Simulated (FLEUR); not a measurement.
MnAs under changes of volume

One of the cells (16.959 Å³/atom); the others are scaled copies at fixed shape and fractional positions:

```
As Mn
1.0
     3.71000    0.00000    0.00000
    -1.85500    3.21295    0.00000
     0.00000    0.00000    5.69100
As Mn
2 2
Cartesian
  1.8550 1.0710 4.2683
  0.0000 2.1420 1.4227
  0.0000 0.0000 2.8455
  0.0000 0.0000 0.0000
```

| Property | Result |
| --- | --- |
| Program | FLEUR MaX-R8.1 (later development tree) |
| Functional | PBEsol |
| Potentials or basis | all-electron |
| Basis | FLAPW |
| Kmax | 4.5 1/bohr |
| k mesh | 8 × 8 × 5 |
| Occupations | fermi-dirac, width 0.05 eV |
| Spin | collinear spin, ferromagnetic start |
| Starting moments | [0.0, 0.0, 4.001, 4.001] μB |

```csv
volume (Å³/atom),energy over the lowest point (meV/atom),moment (μB per cell)
15.942,0.00,5.54
16.281,15.52,5.75
16.959,48.55,6.23
17.638,89.08,6.53
17.977,?,?
```

Question: What does the run at 17.977 Å³/atom give?

Answer: Energy over the lowest point 111.44 meV/atom; moment 6.70 μB per cell.

Worked out: A Birch-Murnaghan fit of order 2 (a polynomial in V^(-2/3)) to the other rows has no minimum within the range. It gives 110.58 meV/atom at 17.977 Å³/atom, against the run's 111.44. A parabola through the other rows of the moment, of slope 0.323 μB per Å³/atom there, extrapolates to 6.66 μB, against the run's 6.70.

Energies are extrapolated to zero smearing.

Caveats: only a ferromagnetic start was run, and an antiferromagnetic order may lie lower in energy.
